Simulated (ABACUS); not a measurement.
## Li under changes of volume

One of the cells (21.344 Å³/atom); the others are scaled copies at fixed shape and fractional positions:

```
Li
1.0
     3.11100    0.00000    0.00000
    -1.55550    2.69421    0.00000
     0.00000    0.00000    5.09300
Li
2
Direct
  0.66667 0.33333 0.75000
  0.33333 0.66667 0.25000
```

This isn't the form of Li at room conditions, which is bcc.

- Program: ABACUS 3.10.1
- Functional: PBE
- Potentials or basis: PseudoDojo NC SR 0.4.1 PBE standard
- Cutoff: 1007 eV
- Density cutoff: 4027 eV
- Basis: plane waves
- k mesh: 10 × 10 × 5
- Occupations: fermi-dirac, width 0.05 eV
- Spin: no spin polarisation

| volume (Å³/atom) | energy over the lowest point (meV/atom) | pressure (GPa) |
| --- | --- | --- |
| 20.063 | 0.00 | 0.1 |
| 20.490 | 0.10 | -0.2 |
| 20.917 | 0.94 | -0.5 |
| 21.344 | 2.45 | -0.7 |
| 21.771 | 4.57 | -0.9 |
| 22.198 | ? | ? |
| 22.625 | 10.44 | -1.3 |

Question: What does the run at 22.198 Å³/atom give?

Answer: Energy over the lowest point 7.25 meV/atom; pressure -1.1 GPa.

Worked out: A Birch-Murnaghan fit of order 3 (a polynomial in V^(-2/3)) to the other rows has its minimum at 20.22 Å³/atom with B0 = V·E''(V) = 13.9 GPa and B' = 3.4 at fixed shape and positions, which overstates the stiffness. It gives 7.25 meV/atom at 22.198 Å³/atom, against the run's 7.25, and -dE/dV = -1.1 GPa, against -1.1.

Energies are extrapolated to zero smearing.
